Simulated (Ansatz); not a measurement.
**C: relaxation**

Aim: relax C.

A COD entry behind a cell of this session may itself be a prediction, so a difference from it is no test against experiment.

Computed with Ansatz 0.2.0 (DFT LDA, scalar-relativistic, plane waves, PAW, unless a step's input says otherwise).

1 further run of the same task is left out (it didn't finish).

## (1) The system as given

The structure is hexagonal, space group P6_3/mmc (No. 194). Conventional cell: a = 2.522 Å, b = 2.522 Å, c = 8.237 Å, α = 90.00°, β = 90.00°, γ = 120.00°. Around C (site symmetry 3m) lie 4 C at 1.54 Å.

As a file:

```xyz
8
Lattice="2.5221 0.0000 0.0000 -1.2610 2.1842 0.0000 0.0000 0.0000 8.2371" Properties=species:S:1:pos:R:3 pbc="T T T"
C     0.0000    0.0000    0.7722
C     0.0000    0.0000    4.8908
C     0.0000    0.0000    3.3463
C     0.0000    0.0000    7.4649
C     0.0000    1.4561    1.2870
C     1.2610    0.7281    5.4056
C     0.0000    1.4561    2.8315
C     1.2610    0.7281    6.9501
```

Source of the structure: the Crystallography Open Database.

## (2) Quick check of gap, pressure and forces

File input.yaml:

```yaml
crystal:
  lattice:
    - [2.5220988435, 0.0, 0.0]
    - [-1.2610494217, 2.1842016693, 0.0]
    - [0.0, 0.0, 8.2371]
  atoms:
    - { symbol: C, position: [0.0, 0.0, 0.09375] }
    - { symbol: C, position: [0.0, 0.0, 0.59375] }
    - { symbol: C, position: [0.0, 0.0, 0.40625] }
    - { symbol: C, position: [0.0, 0.0, 0.90625] }
    - { symbol: C, position: [0.3333333333, 0.6666666667, 0.15625] }
    - { symbol: C, position: [0.6666666667, 0.3333333333, 0.65625] }
    - { symbol: C, position: [0.3333333333, 0.6666666667, 0.34375] }
    - { symbol: C, position: [0.6666666667, 0.3333333333, 0.84375] }
basis:
  ecutwfc: 420
kpoints:
  mp_grid: { grid: [9, 9, 2] }
hamiltonian:
  xc: lda
  pseudopotentials: { kind: paw, azcp: { folder: soft_1 } }
scf:
  occupations: { method: gaussian, width: 0.1 }
output:
  forces: true
  stress: true
  eigenvalues: true
```

On the command line:

```
> ansatz run input.yaml --threads 4 --pin off --max-ram 8192MiB --backend cpu --events-out ev --progress --plain --runs-dir out
```

The program printed, shortened:

```text
[...]
SCF converged after 7 iterations
Free energy (F): -1943.815993 eV
[...]
E sigma→0 (E₀):  -1943.815993 eV
Fermi energy:    15.424640 eV
[...]
--- Forces (eV/Å), atoms counted from 1 ---
  atom   1  C      0.00000000    -0.00000000    -0.33211486
  atom   2  C     -0.00000000     0.00000000    -0.33211486
  atom   3  C      0.00000000    -0.00000000     0.33211486
  atom   4  C     -0.00000000     0.00000000     0.33211486
  atom   5  C     -0.00000000     0.00000000    -0.32420942
  atom   6  C      0.00000000    -0.00000000    -0.32420942
  atom   7  C     -0.00000000     0.00000000     0.32420942
  atom   8  C      0.00000000    -0.00000000     0.32420942
[...]
--- Stress (GPa, compression-positive) ---
      -16.796871      -0.000000       0.000000
       -0.000000     -16.796871       0.000000
        0.000000       0.000000      -4.363723
  P = ⅓ Tr σ = -12.6525 GPa (-126.525 kbar)
--- Band table (eV; the first three rows and the last of 24) ---
  k-point 0: bands = ["-8.2558", "-6.5617", "-6.5119", "-2.3756", "-0.2979", "6.5433", "6.6205", "10.1979", "10.1979", "11.2682", "11.2682", "11.4905", "11.4905", "13.0036", "13.2278", "13.2278", "18.3631", "18.3631", "18.8821", "20.1648", "20.1648", "20.6240", "21.1069"]
[...]
```

Wall time 0.84 s (4 threads of Intel Xeon Platinum 8259CL at 2.50GHz (Skylake/Cascade Lake), shared host); peak memory 0.37 GiB.

The probe gives pressure -12.7 GPa, largest force 0.33 eV/Å, gap on this mesh 4.40 eV. Stress or forces are large, so a loose relaxation on a coarse mesh comes first.

## (3) Rough relaxation on the coarse mesh

Edit input.yaml of step 2 so:

```diff
@@ -17,3 +17,3 @@
 kpoints:
-  mp_grid: { grid: [9, 9, 2] }
+  mp_grid: { grid: [9, 9, 4] }
 hamiltonian:
@@ -27 +27,6 @@
   eigenvalues: true
+relax:
+  adjacent_minimum: "off"
+  f_tol: 0.05
+  max_steps: 80
+  cell: { stress_tol: 0.5 }
```

On the command line:

```
> ansatz run input.yaml --threads 4 --pin off --max-ram 8192MiB --backend cpu --events-out ev --progress --plain --runs-dir out
```

The program printed:

```text
Warning: <dir> the record states the generating functional pbe (its physics header spells it `PBE`), which answers neither for hamiltonian.xc's functional nor for the lda family's — results may be inconsistent (PPs are generated against a specific XC)
Warning: RAYON_NUM_THREADS=4 ignored (pool sized by the plan → 4); use --threads N
Engine: ansatz 0.2.0, x86_64-unknown-linux-gnu
Pseudopotentials: kind: paw
Pseudopotential: C, paw, valence charge 4, recommended cutoff 420 eV (normal), <dir>
Functional definition: SPW92
  exchange = slater_x
  correlation = pw_c
Crystal: 8 atoms, lattice volume = 45.376 Å³
Basis set: ecut = 420 eV, 909 PW (Γ)
Bands: 24, of which v1, the nominal top of the filled ones, is band 16 counted from 1 (15 counted from 0)
Symmetry: 24 space group operations
Space group: P63/mmc (ITA 194), of the structure as read, at distance tolerance 3.6e-5 Å
k-points: 36 of 324
Non-local potential: C, projectors of the file, l = 0: 2, l = 1: 2, l = 2: 1
PAW form: soft (Blöchl's): semilocal exchange-correlation on the pseudo side does not see the compensation charge
PAW frozen core: C, regenerated for the run's functional, and the local potential with it (the file was generated under x = pbe(κ = 0.804, μ = 0.2195149727645171), c = pbe(β = 0.06672455060314922))
PAW one-centre angular grid: C, 110 points (default); XC on 64 Gauss nodes
Initial density: superposition of atomic densities (chi_scale 0.1, normalization cell)
Initial wavefunctions: pseudopotential atomic-orbital guess
Functional: x = slater, c = lda
SCF iter   1: F=—  HF=-1946.510218 eV  |F-HF|=—  |Δ(HF+E_count)|=         —  Δρ=1.39e-1  dr2=6.29e0  ethr=3.10e-3  ⟨swp⟩=5.3  Hψ=3997  notcnv=0  defer=2
preconditioner: auto → none  [insulator: Δε(μ)=5.307 eV  Ē_g=17.099 eV  σ=0.100 eV  W_gap=1.00  n_scr=6 (ndim 8)  ℏωp=31.2 eV  f_vac=0.000  D(μ)=0.00/eV (n_scr^D=0)  ε∞_Penn≈4.3]
SCF iter   2: F=—  HF=-1944.150316 eV  |F-HF|=—  |Δ(HF+E_count)|=    2.36e0  Δρ=5.52e-2  dr2=8.98e-1  ethr=3.10e-3  ⟨swp⟩=2.9  Hψ=2054  notcnv=0  defer=92
SCF iter   3: F=—  HF=-1943.815961 eV  |F-HF|=—  |Δ(HF+E_count)|=   3.34e-1  Δρ=4.71e-3  dr2=3.13e-3  ethr=2.81e-3  ⟨swp⟩=2.2  Hψ=1500  notcnv=0  defer=92
SCF iter   4: F=—  HF=-1943.816407 eV  |F-HF|=—  |Δ(HF+E_count)|=   4.46e-4  Δρ=1.52e-4  dr2=4.90e-6  ethr=9.78e-6  ⟨swp⟩=2.5  Hψ=1254  notcnv=0  defer=92
SCF iter   5: F=—  HF=-1943.816411 eV  |F-HF|=—  |Δ(HF+E_count)|=   3.79e-6  Δρ=4.74e-5  dr2=8.39e-7  ethr=1.53e-8  ⟨swp⟩=2.0  Hψ=1430  notcnv=0  defer=92
SCF iter   6: F=—  HF=-1943.816411 eV  |F-HF|=—  |Δ(HF+E_count)|=   2.19e-7  Δρ=1.50e-5  dr2=1.41e-7  ethr=2.62e-9  ⟨swp⟩=2.0  Hψ=1304  notcnv=0  defer=92
SCF iter   7: F=-1943.816411 eV  HF=-1943.816411 eV  |F-HF|=5.44e-9  |Δ(HF+E_count)|=   3.81e-8  Δρ=5.28e-6  dr2=8.23e-9  ethr=3.13e-10  ⟨swp⟩=11.2  Hψ=3973  notcnv=0
SCF 1 converged in 7 iterations: F = -1943.816411 eV  dr2 = 8.23e-9
relax step   1: F+E_penalty+E_count = -1943.81641089 eV  Δ(F+E_penalty+E_count) = +0.000e0 eV  max|allowed force component| = 3.311e-1 eV/Å  Δτ_max = 0.0000 Å  P = -12.658 GPa  Ω = 45.376 Å³  (7 SCF iters, dr2 threshold 1.00e-7 eV, accepted)
Crystal: 8 atoms, lattice volume = 44.577 Å³
Basis set: ecut = 420 eV, 849 PW (Γ)
Initial density: handed on by an earlier stage of this run
Initial wavefunctions: those handed on with the density
iter 1 solved again at ethr=3.24e-5 eV; its pass at ethr=3.10e-3 eV (dr2=1.04e-2 eV) is discarded
SCF iter   1: F=—  HF=-1943.883515 eV  |F-HF|=—  |Δ(HF+E_count)|=         —  Δρ=5.48e-3  dr2=1.08e-2  ethr=3.24e-5  ⟨swp⟩=1.2  Hψ=5217  notcnv=0
preconditioner: auto → none  [insulator: Δε(μ)=4.584 eV  Ē_g=17.106 eV  σ=0.100 eV  W_gap=1.00  n_scr=6 (ndim 8)  ℏωp=31.5 eV  f_vac=0.000  D(μ)=0.00/eV (n_scr^D=0)  ε∞_Penn≈4.4]
SCF iter   2: F=—  HF=-1943.879520 eV  |F-HF|=—  |Δ(HF+E_count)|=   3.99e-3  Δρ=2.00e-3  dr2=1.28e-3  ethr=3.24e-5  ⟨swp⟩=2.6  Hψ=1434  notcnv=0
SCF iter   3: F=—  HF=-1943.879035 eV  |F-HF|=—  |Δ(HF+E_count)|=   4.85e-4  Δρ=3.34e-4  dr2=5.54e-5  ethr=4.01e-6  ⟨swp⟩=2.7  Hψ=1569  notcnv=0
SCF iter   4: F=—  HF=-1943.879020 eV  |F-HF|=—  |Δ(HF+E_count)|=   1.53e-5  Δρ=1.08e-4  dr2=1.58e-6  ethr=1.73e-7  ⟨swp⟩=2.0  Hψ=1192  notcnv=0
iter 5 did not close the SCF: its close was put off for the readings that it lacked (scf_convergence_deferred on its scf_iter line)
SCF iter   5: F=-1943.879020 eV  HF=-1943.879020 eV  |F-HF|=5.57e-9  |Δ(HF+E_count)|=   2.35e-7  Δρ=1.21e-5  dr2=2.68e-8  ethr=4.95e-9  ⟨swp⟩=2.2  Hψ=1396  notcnv=0
SCF iter   6: F=-1943.879020 eV  HF=-1943.879020 eV  |F-HF|=5.25e-11  |Δ(HF+E_count)|=  5.55e-10  Δρ=1.86e-6  dr2=4.40e-10  ethr=8.37e-11  ⟨swp⟩=1.9  Hψ=2679  notcnv=0
SCF 2 converged in 6 iterations: F = -1943.879020 eV  dr2 = 4.40e-10
relax step   2: F+E_penalty+E_count = -1943.87902005 eV  Δ(F+E_penalty+E_count) = -6.261e-2 eV  max|allowed force component| = 3.700e-1 eV/Å  Δτ_max = 0.0075 Å  P = -4.963 GPa  Ω = 44.577 Å³  energy of the carried Pulay correction = +4.008e-3 eV  (6 SCF iters, dr2 threshold 8.00e-7 eV, accepted)
Crystal: 8 atoms, lattice volume = 44.084 Å³
Basis set: ecut = 420 eV, 837 PW (Γ)
iter 1 solved again at ethr=1.45e-5 eV; its pass at ethr=3.10e-3 eV (dr2=4.63e-3 eV) is discarded
SCF iter   1: F=—  HF=-1943.895611 eV  |F-HF|=—  |Δ(HF+E_count)|=         —  Δρ=3.33e-3  dr2=4.33e-3  ethr=1.45e-5  ⟨swp⟩=1.9  Hψ=4637  notcnv=0
preconditioner: auto → none  [insulator: Δε(μ)=4.607 eV  Ē_g=17.235 eV  σ=0.100 eV  W_gap=1.00  n_scr=6 (ndim 8)  ℏωp=31.6 eV  f_vac=0.000  D(μ)=0.00/eV (n_scr^D=0)  ε∞_Penn≈4.4]
SCF iter   2: F=—  HF=-1943.893987 eV  |F-HF|=—  |Δ(HF+E_count)|=   1.62e-3  Δρ=1.19e-3  dr2=5.06e-4  ethr=1.35e-5  ⟨swp⟩=2.4  Hψ=1430  notcnv=0
SCF iter   3: F=—  HF=-1943.893790 eV  |F-HF|=—  |Δ(HF+E_count)|=   1.97e-4  Δρ=2.00e-4  dr2=2.41e-5  ethr=1.58e-6  ⟨swp⟩=2.6  Hψ=1501  notcnv=0
iter 4 did not close the SCF: its close was put off for the readings that it lacked (scf_convergence_deferred on its scf_iter line)
SCF iter   4: F=-1943.893783 eV  HF=-1943.893783 eV  |F-HF|=1.10e-8  |Δ(HF+E_count)|=   6.77e-6  Δρ=5.91e-5  dr2=5.15e-7  ethr=7.54e-8  ⟨swp⟩=2.0  Hψ=1194  notcnv=0
iter 5 did not close the SCF: its close was put off for the readings that it lacked (scf_convergence_deferred on its scf_iter line)
SCF iter   5: F=-1943.893783 eV  HF=-1943.893783 eV  |F-HF|=9.00e-11  |Δ(HF+E_count)|=   7.58e-8  Δρ=5.52e-6  dr2=6.05e-9  ethr=1.61e-9  ⟨swp⟩=2.4  Hψ=1450  notcnv=0
SCF iter   6: F=-1943.893783 eV  HF=-1943.893783 eV  |F-HF|=1.36e-11  |Δ(HF+E_count)|=   1.41e-9  Δρ=8.22e-7  dr2=8.97e-11  ethr=1.89e-11  ⟨swp⟩=1.2  Hψ=2456  notcnv=0
SCF 3 converged in 6 iterations: F = -1943.893783 eV  dr2 = 8.97e-11
relax step   3: F+E_penalty+E_count = -1943.89378306 eV  Δ(F+E_penalty+E_count) = -1.476e-2 eV  max|allowed force component| = 9.728e-2 eV/Å  Δτ_max = 0.0046 Å  P = +0.272 GPa  Ω = 44.084 Å³  energy of the carried Pulay correction = +6.515e-3 eV  (6 SCF iters, dr2 threshold 8.00e-7 eV, accepted)
Crystal: 8 atoms, lattice volume = 44.107 Å³
iter 1 solved again at ethr=2.13e-7 eV; its pass at ethr=3.10e-3 eV (dr2=6.80e-5 eV) is discarded
SCF iter   1: F=—  HF=-1943.894172 eV  |F-HF|=—  |Δ(HF+E_count)|=         —  Δρ=5.38e-4  dr2=7.12e-5  ethr=2.13e-7  ⟨swp⟩=2.1  Hψ=4699  notcnv=0
preconditioner: auto → none  [insulator: Δε(μ)=4.607 eV  Ē_g=17.223 eV  σ=0.100 eV  W_gap=1.00  n_scr=6 (ndim 8)  ℏωp=31.6 eV  f_vac=0.000  D(μ)=0.00/eV (n_scr^D=0)  ε∞_Penn≈4.4]
SCF iter   2: F=—  HF=-1943.894143 eV  |F-HF|=—  |Δ(HF+E_count)|=   2.84e-5  Δρ=2.09e-4  dr2=8.98e-6  ethr=2.13e-7  ⟨swp⟩=2.4  Hψ=1389  notcnv=0
iter 3 did not close the SCF: its close was put off for the readings that it lacked (scf_convergence_deferred on its scf_iter line)
SCF iter   3: F=-1943.894140 eV  HF=-1943.894140 eV  |F-HF|=1.17e-7  |Δ(HF+E_count)|=   3.45e-6  Δρ=2.54e-5  dr2=1.99e-7  ethr=2.81e-8  ⟨swp⟩=2.4  Hψ=1391  notcnv=0
iter 4 did not close the SCF: its close was put off for the readings that it lacked (scf_convergence_deferred on its scf_iter line)
SCF iter   4: F=-1943.894140 eV  HF=-1943.894140 eV  |F-HF|=7.83e-9  |Δ(HF+E_count)|=   4.14e-8  Δρ=7.70e-6  dr2=1.65e-8  ethr=6.23e-10  ⟨swp⟩=2.1  Hψ=1225  notcnv=0
iter 5 did not close the SCF: its close was put off for the readings that it lacked (scf_convergence_deferred on its scf_iter line)
SCF iter   5: F=-1943.894140 eV  HF=-1943.894140 eV  |F-HF|=1.32e-10  |Δ(HF+E_count)|=   2.65e-9  Δρ=1.44e-6  dr2=4.46e-10  ethr=5.17e-11  ⟨swp⟩=2.3  Hψ=1196  notcnv=0
SCF iter   6: F=-1943.894140 eV  HF=-1943.894140 eV  |F-HF|=4.55e-13  |Δ(HF+E_count)|=  5.00e-12  Δρ=1.56e-7  dr2=4.26e-12  ethr=1.39e-12  ⟨swp⟩=1.0  Hψ=2348  notcnv=0
SCF 4 converged in 6 iterations: F = -1943.894140 eV  dr2 = 4.26e-12
relax step   4: F+E_penalty+E_count = -1943.89413979 eV  Δ(F+E_penalty+E_count) = -3.567e-4 eV  max|allowed force component| = 1.419e-2 eV/Å  Δτ_max = 0.0012 Å  P = +0.044 GPa  Ω = 44.107 Å³  energy of the carried Pulay correction = +6.399e-3 eV  (6 SCF iters, dr2 threshold 8.00e-7 eV, accepted)
Initial wavefunctions: pseudopotential atomic-orbital guess (no wavefunctions were taken with the density)
iter 1 solved again at ethr=1.25e-8 eV; its pass at ethr=3.10e-3 eV (dr2=4.01e-6 eV) is discarded
SCF iter   1: F=—  HF=-1943.888530 eV  |F-HF|=—  |Δ(HF+E_count)|=         —  Δρ=1.81e-4  dr2=1.76e-6  ethr=1.25e-8  ⟨swp⟩=3.5  Hψ=6502  notcnv=0
preconditioner: auto → none  [insulator: Δε(μ)=4.605 eV  Ē_g=17.223 eV  σ=0.100 eV  W_gap=1.00  n_scr=6 (ndim 8)  ℏωp=31.6 eV  f_vac=0.000  D(μ)=0.00/eV (n_scr^D=0)  ε∞_Penn≈4.4]
SCF iter   2: F=—  HF=-1943.888530 eV  |F-HF|=—  |Δ(HF+E_count)|=   8.42e-7  Δρ=9.02e-5  dr2=4.10e-7  ethr=5.51e-9  ⟨swp⟩=1.0  Hψ=864  notcnv=0
iter 3 did not close the SCF: its close was put off for the readings that it lacked (scf_convergence_deferred on its scf_iter line)
SCF iter   3: F=-1943.888531 eV  HF=-1943.888531 eV  |F-HF|=6.14e-10  |Δ(HF+E_count)|=   4.01e-7  Δρ=3.41e-6  dr2=7.79e-10  ethr=1.28e-9  ⟨swp⟩=2.0  Hψ=1402  notcnv=0
iter 4 did not close the SCF: its close was put off for the readings that it lacked (scf_convergence_deferred on its scf_iter line)
SCF iter   4: F=-1943.888531 eV  HF=-1943.888531 eV  |F-HF|=3.89e-11  |Δ(HF+E_count)|=  8.77e-10  Δρ=3.94e-7  dr2=5.78e-11  ethr=2.43e-12  ⟨swp⟩=2.6  Hψ=1378  notcnv=0
iter 5 did not close the SCF: its close was put off for the readings that it lacked (scf_convergence_deferred on its scf_iter line)
SCF iter   5: F=-1943.888531 eV  HF=-1943.888531 eV  |F-HF|=1.41e-11  |Δ(HF+E_count)|=  8.87e-12  Δρ=1.41e-7  dr2=1.69e-11  ethr=1.00e-12  ⟨swp⟩=2.4  Hψ=1183  notcnv=0
SCF iter   6: F=-1943.888531 eV  HF=-1943.888531 eV  |F-HF|=2.27e-13  |Δ(HF+E_count)|=  5.00e-12  Δρ=1.25e-8  dr2=4.59e-14  ethr=1.00e-12  ⟨swp⟩=2.0  Hψ=2056  notcnv=0
SCF 5 converged in 6 iterations: F = -1943.888531 eV  dr2 = 4.59e-14
relax step   5: F+E_penalty+E_count = -1943.88853081 eV  Δ(F+E_penalty+E_count) = +5.609e-3 eV  max|allowed force component| = 1.478e-2 eV/Å  Δτ_max = 0.0000 Å  P = -0.180 GPa  Ω = 44.107 Å³  stress off target by 2.60e-1 GPa  SCF on the basis re-selected at this cell (its energy is not comparable with the rows above)  (6 SCF iters)
basis re-selected at this cell: Δ(F+E_penalty+E_count) = +5.609e-3 eV, ΔP = -0.223 GPa vs the last step (what re-selecting the basis moved, of the pressure what is left beyond the Pulay correction that the steps carried, after the strain that the cell walked since its last selection, with what the two solves' SCF thresholds leave and, on support functions, any second-order correction that the steps lacked; it is no measure of the basis error at this ecutwfc). This SCF's stress stands 2.60e-1 GPa from its target on what of the cell is left free (relax.cell.stress_tol is 5.00e-1 GPa) and its largest allowed force component is 1.48e-2 eV/Å (relax.f_tol is 5.00e-2 eV/Å): within both
SCF converged after 6 iterations
Free energy (F): -1943.888531 eV
Harris-Foulkes:  -1943.888531 eV  (|F-HF|=2.27e-13)
Internal energy: -1943.888531 eV  (E = F + TS)
E sigma→0 (E₀):  -1943.888531 eV
Fermi energy:    16.052116 eV
--- Per-component energies (eV) ---
  E_band       = 144.677913
  E_kinetic    = 726.076209
  E_local      = -441.653143  (includes V_loc(G=0)·N_el)
  E_nonlocal   = 192.169282
  E_hartree    = 104.297394
  E_xc         = -380.768516
  E_vxc        = -471.618134  (∫ρ·V_xc dr)
  E_paw        = -740.494922  (= ΣΔE_a)
  E_vpaw       = -68.891240  (= ΣTr[D̂ρ^β])
  E_aug_tail   = 0.000150  (compensation charges beyond the density's cutoff)
  E_ewald      = -1404.017645
  E_core_change = 0.502660  (= ΣΔE_core)
  E_smearing   = -0.000000  (= −TS)
  E_closure    = -0.000000  (closes the sum)
  Σ components = -1943.888531   (vs F -1943.888531, Δ=0.00e0)
--- Forces (eV/Å), atoms counted from 1 ---
  atom   1  C      0.00000000    -0.00000000     0.00622367
  atom   2  C     -0.00000000     0.00000000     0.00622367
  atom   3  C      0.00000000    -0.00000000    -0.00622367
  atom   4  C     -0.00000000     0.00000000    -0.00622367
  atom   5  C     -0.00000000     0.00000000    -0.01477979
  atom   6  C      0.00000000    -0.00000000    -0.01477979
  atom   7  C     -0.00000000     0.00000000     0.01477979
  atom   8  C      0.00000000    -0.00000000     0.01477979
  max |Σ_I F_I| component: 9.25e-18 eV/Å
--- Stress (GPa, compression-positive) ---
       -0.260096       0.000000       0.000000
       -0.000000      -0.260096       0.000000
        0.000000       0.000000      -0.018809
  P = ⅓ Tr σ = -0.1797 GPa (-1.797 kbar)
--- Band table (eV; the first three rows and the last of 36) ---
  k-point 0: bands = ["-8.1220", "-6.4468", "-6.3421", "-2.2198", "-0.0986", "6.8015", "6.8892", "10.7382", "10.7382", "11.8609", "11.8609", "11.9736", "11.9736", "13.4997", "13.7510", "13.7510", "19.0660", "19.0660", "19.2456", "20.9056", "20.9056", "21.6380", "21.7466", "21.7466"]
  k-point 1: bands = ["-8.0133", "-7.1477", "-5.4386", "-3.0526", "0.9155", "4.7145", "9.0097", "10.8166", "10.8166", "11.4206", "11.4206", "12.4951", "12.4951", "12.7673", "13.5583", "13.5583", "19.2916", "19.2916", "19.6875", "20.5085", "20.5085", "21.2790", "22.0419", "22.0419"]
  k-point 2: bands = ["-7.6876", "-7.6876", "-4.3020", "-4.3020", "2.7024", "2.7024", "11.0483", "11.0483", "11.0483", "11.0483", "11.0736", "11.0736", "13.0808", "13.0808", "13.0808", "13.0808", "19.8509", "19.8509", "19.8509", "19.8509", "20.5365", "20.5365", "22.4457", "22.4457"]
  k-point 35: bands = ["-0.5045", "-0.5045", "-0.2743", "-0.2743", "1.8157", "1.8157", "2.7051", "2.7051", "4.1790", "4.1790", "4.9115", "4.9115", "8.1950", "8.1950", "8.5051", "8.5051", "18.7740", "18.7740", "23.7497", "23.7497", "24.6124", "24.6124", "25.4911", "25.4911"]
--- Relaxed structure (4 steps of the walk, 4 accepted, 1 SCFs on fresh bases) ---
  F+E_penalty+E_count = -1943.88853081 eV   max|allowed force component| = 1.478e-2 eV/Å   (the final SCF, on the basis selected at the relaxed cell)
  cell:  # Å, volume = 44.1067 Å³
    - [2.490064324189992, -2.850084330152446e-11, 0.0]
    - [-1.2450321620703135, 2.156458961820114, 0.0]
    - [0.0, 0.0, 8.21396591001412]
  atoms:
    - { symbol: C, position: [-3.323640326421758e-33, -5.5913347259726785e-33, 0.09293041271187977] }
    - { symbol: C, position: [2.981544551593488e-33, 5.7686041472583825e-33, 0.5929304127118799] }
    - { symbol: C, position: [-5.978210914490425e-33, -5.6060306365810455e-33, 0.40706958728812026] }
    - { symbol: C, position: [2.99084371567418e-33, 5.764930169615184e-33, 0.9070695872881203] }
    - { symbol: C, position: [0.3333333333333333, 0.6666666666666667, 0.15556850987990617] }
    - { symbol: C, position: [0.6666666666666669, 0.33333333333333326, 0.6555685098799062] }
    - { symbol: C, position: [0.3333333333333333, 0.6666666666666667, 0.3444314901200939] }
    - { symbol: C, position: [0.6666666666666669, 0.33333333333333326, 0.8444314901200939] }
```

It took 5.2 s on 4 threads of Intel Xeon Platinum 8259CL at 2.50GHz (Skylake/Cascade Lake), shared host; peak memory 0.41 GiB.

Relaxation path:

```
step  energy from step 1 (eV/cell)  largest force component (eV/Å)  pressure (GPa)  volume (Å³)
   1                        0.0000                          0.3311          -12.66        45.38
   2                       -0.0626                          0.3700           -4.96        44.58
   3                       -0.0774                          0.0973            0.27        44.08
   4                       -0.0777                          0.0142            0.04        44.11
   5                       -0.0721                          0.0148           -0.18        44.11
```

Step 1 is the start. Step 5 repeats the geometry before it on a plane-wave basis chosen anew for that cell, so its energy need not be comparable with the rows above.

|  | before | after | change |
| --- | --- | --- | --- |
| a (Å) | 2.522 | 2.490 | -1.3 % |
| b (Å) | 2.522 | 2.490 | -1.3 % |
| c (Å) | 8.237 | 8.214 | -0.3 % |
| volume (Å³/atom) | 5.67 | 5.51 | -2.8 % |
| shortest distance (Å) | 1.544 | 1.527 | -1.2 % |
| space group (0.01 Å) | P6_3/mmc | P6_3/mmc | same |

Forces and stress were held to the start's 24 operations: a distortion of lower symmetry was not tested.

(Part 1 of 2 ends here.)
